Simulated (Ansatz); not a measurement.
An Ansatz input:

```yaml
crystal:
  lattice:
    - [3.3205324981, 0.0, 0.0]
    - [0.0, 3.3205324981, 0.0]
    - [0.0, 0.0, 3.3205324981]
  atoms:
    - { symbol: Bi, position: [0.0, 0.0, 0.0] }
hamiltonian:
  xc: pbe
  pseudopotentials:
    kind: paw
    azcp:
      Bi: "pseudopotentials/Bi.paw.azcp"
basis:
  ecutwfc: 420
  fft_grid_basis: typed
kpoints:
  mp_grid: { grid: [16, 16, 16], shift: [0, 0, 0] }
magnetization:
  spin_polarized: false
scf:
  occupations: { method: fermi_dirac, width: 0.1 }
output:
  stress: true
```

Terminal output

```
Engine: ansatz 0.2.0, x86_64-unknown-linux-gnu
Pseudopotentials: kind: paw
Pseudopotential: Bi, paw, valence charge 15, recommended cutoff 420 eV (normal) 
Functional definition: PBE
  parameter kappa = 0.804
  parameter beta = 0.06672455060314922
  exchange = pbe_x(kappa = kappa, mu = beta*pi^2/3)
  correlation = pbe_c(beta = beta)
Crystal: 1 atoms, lattice volume = 36.612 Å³
Basis set: ecut = 420 eV, 739 PW (Γ)
Bands: 12, of which v1, the nominal top of the filled ones, is band 8 counted from 1 (7 counted from 0)
Symmetry: 48 space group operations
Space group: Pm-3m (ITA 221), of the structure as read, at distance tolerance 3.3e-5 Å
k-points: 165 of 4096
Non-local potential: Bi, projectors of the file, l = 0: 2, l = 1: 2, l = 2: 2, l = 3: 2
PAW form: soft (Blöchl's): semilocal exchange-correlation on the pseudo side does not see the compensation charge
PAW one-centre angular grid: Bi, 590 points (default); XC on 64 Gauss nodes
Initial density: superposition of atomic densities (neutral atoms: chi_scale 0, normalization atom), corrected by the library's trained network
Initial wavefunctions: pseudopotential atomic-orbital guess
Functional: x = pbe(κ = 0.804, μ = 0.2195149727645171), c = pbe(β = 0.06672455060314922)
SCF iter   1: F=—  HF=-12396.505846 eV  |F-HF|=—  |Δ(HF+E_count)|=         —  Δρ=7.98e-4  dr2=2.42e-4  ethr=1.77e-3  ⟨swp⟩=5.5  Hψ=11316  notcnv=0
SCF iter   2: F=—  HF=-12396.505220 eV  |F-HF|=—  |Δ(HF+E_count)|=   6.26e-4  Δρ=6.68e-4  dr2=1.87e-4  ethr=1.61e-6  ⟨swp⟩=2.5  Hψ=4620  notcnv=0
SCF iter   3: F=—  HF=-12396.505278 eV  |F-HF|=—  |Δ(HF+E_count)|=   5.84e-5  Δρ=2.41e-4  dr2=2.07e-5  ethr=1.25e-6  ⟨swp⟩=2.9  Hψ=3181  notcnv=0
SCF iter   4: F=—  HF=-12396.505297 eV  |F-HF|=—  |Δ(HF+E_count)|=   1.86e-5  Δρ=1.68e-4  dr2=6.93e-6  ethr=1.38e-7  ⟨swp⟩=2.0  Hψ=2364  notcnv=0
SCF iter   5: F=—  HF=-12396.505294 eV  |F-HF|=—  |Δ(HF+E_count)|=   2.75e-6  Δρ=9.72e-5  dr2=2.14e-6  ethr=4.62e-8  ⟨swp⟩=2.0  Hψ=2946  notcnv=0
SCF iter   6: F=-12396.505293 eV  HF=-12396.505293 eV  |F-HF|=6.19e-9  |Δ(HF+E_count)|=   1.08e-6  Δρ=4.72e-6  dr2=6.78e-9  ethr=6.67e-10  ⟨swp⟩=3.9  Hψ=8609  notcnv=0
SCF 1 converged in 6 iterations: F = -12396.505293 eV  dr2 = 6.78e-9
SCF converged after 6 iterations
Free energy (F): -12396.505293 eV
Harris-Foulkes:  -12396.505293 eV  (|F-HF|=6.19e-9)
Internal energy: -12396.483190 eV  (E = F + TS)
E sigma→0 (E₀):  -12396.494242 eV
Entropy (-TS):   -0.022103 eV (-22.103 meV/atom)
Fermi energy:    9.103423 eV
--- Per-component energies (eV) ---
  E_band       = -117.085539
  E_kinetic    = 301.356117
  E_local      = -1570.237010  (includes V_loc(G=0)·N_el)
  E_nonlocal   = 559.591310
  E_hartree    = 510.929658
  E_xc         = -150.700922
  E_vxc        = -143.475618  (∫ρ·V_xc dr)
  E_paw        = -10663.213578  (= ΣΔE_a)
  E_vpaw       = -286.182779  (= ΣTr[D̂ρ^β])
  E_aug_tail   = -0.000432  (compensation charges beyond the density's cutoff)
  E_ewald      = -1384.208333
  E_smearing   = -0.022103  (= −TS)
  E_closure    = -0.000000  (closes the sum)
  Σ components = -12396.505293   (vs F -12396.505293, Δ=0.00e0)
--- Stress (GPa, compression-positive) ---
       -1.663910      -0.000000       0.000000
       -0.000000      -1.663910       0.000000
        0.000000       0.000000      -1.663910
  P = ⅓ Tr σ = -1.6639 GPa (-16.639 kbar)
```
